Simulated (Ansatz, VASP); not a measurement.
**One calculation of Be, two programs**

The input INCAR:

```
PREC = Accurate ; ENCUT = 520
EDIFF = 1E-7 ; ISMEAR = -1
SIGMA = 0.05 ; LREAL = False
LASPH = True ; NELM = 60
ALGO = Normal ; ISIF = 2
LWAVE = False ; LCHARG = False
GGA = PE ; NBANDS = 7
```

File KPOINTS:

```
regular mesh
0
Gamma
  13 13 10
```

Contents of POSCAR:

```
Be
1.0
    2.0208100000      0.0000000000      0.0000000000
    0.0000000000      2.0208100000      0.0000000000
    0.0000000000      0.0000000000      2.6616400000
Be
1
Direct
    0.0000000000      0.0000000000      0.5000000000
```

input.yaml

```yaml
crystal:
  lattice:
    - [2.02081, 0.0, 0.0]
    - [0.0, 2.02081, 0.0]
    - [0.0, 0.0, 2.66164]
  atoms:
    - { symbol: Be, position: [0.0, 0.0, 0.5] }
hamiltonian:
  xc: pbe
  pseudopotentials: { kind: paw }
kpoints:
  mp_grid: { grid: [13, 13, 10] }
scf:
  occupations: { method: fermi_dirac, width: 0.05 }
output:
  forces: true
  stress: true
  eigenvalues: true
```

The cell was built by a generator and needn't be a form met in nature.

Alike in both runs: task single point; functional PBE; k mesh 13 × 13 × 10; occupations fermi-dirac, width 0.05 eV; no spin polarisation.

|  | VASP | Ansatz |
| --- | --- | --- |
| version | VASP 6.6.1 | Ansatz 0.2.0 |
| potentials or method | VASP PAW PBE potentials, release 64 (Be) | Ansatz PAW |
| plane-wave cutoff (eV) | 520 | 420 |
| valence electrons in the cell | 2 | 2 |

VASP gave:

| Property | Result |
| --- | --- |
| gap on the k mesh at the Fermi level (eV) | none |
| pressure (GPa) | 0.2 |
| largest component of the traceless stress (GPa) | 0.01 |

Question: Which values does Ansatz return?

Answer: gap on the k mesh at the Fermi level (eV): none; pressure (GPa): 0.1; largest component of the traceless stress (GPa): 0.07.

A gap of «none» marks a metal or a gap that the smearing closes. With one functional, cell and mesh, what is left measures potentials, basis and numerics.
